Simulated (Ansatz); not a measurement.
Runs of Ansatz 0.2.0 on Si2Mo. It takes space group I4/mmm (No. 139, tetragonal). The conventional cell has a = 3.200 Å, b = 3.200 Å, c = 7.861 Å, α = 90.00°, β = 90.00°, γ = 90.00°. Mo (site symmetry 4/mmm) is surrounded by 10 Si at 2.62 Å. Si (site symmetry 4mm) has 5 Si at 2.61 to 2.63 Å and 5 Mo at 2.62 Å as nearest neighbours. 

```csv
task,level,potentials or basis,U,gap on the mesh (eV),pressure (GPa),largest force (eV/Å)
density of states,PBEsol+U,"all-electron LAPW, scalar-relativistic",Mo d U = 2 eV,none,-3.2,0.45
density of states,PBEsol,"all-electron LAPW, scalar-relativistic",-,none,-2.7,0.33
band structure,PBEsol,"all-electron LAPW, scalar-relativistic",-,-,-2.7,0.33
density of states,PBEsol+U,"all-electron LAPW, scalar-relativistic",Mo d U = 8 eV,none,-3.2,(a)
band structure,PBEsol,"all-electron LAPW, inner shells corrected to Dirac's equation",-,-,-2.7,0.33
```

Alike in all rows: no spin polarisation; cell as given; k mesh 12 × 12 × 12; cutoff (eV) 205; smearing fermi-dirac 0.05 eV; basis error allowed 0.002 eV/atom.

Problem. Estimate the missing entries.

Solution. (a) 0.89.

Caveats: U is the effective U less J, on atomic orbitals that reach past the spheres (some runs); U without spin polarisation on a metal has little footing (some runs); the U is typed as a test and isn't derived for this compound (some runs).

A k mesh can miss the band edges, and the runs leave out spin-orbit coupling on Mo.

A gap of «none» marks a metal or a gap under the smearing width.
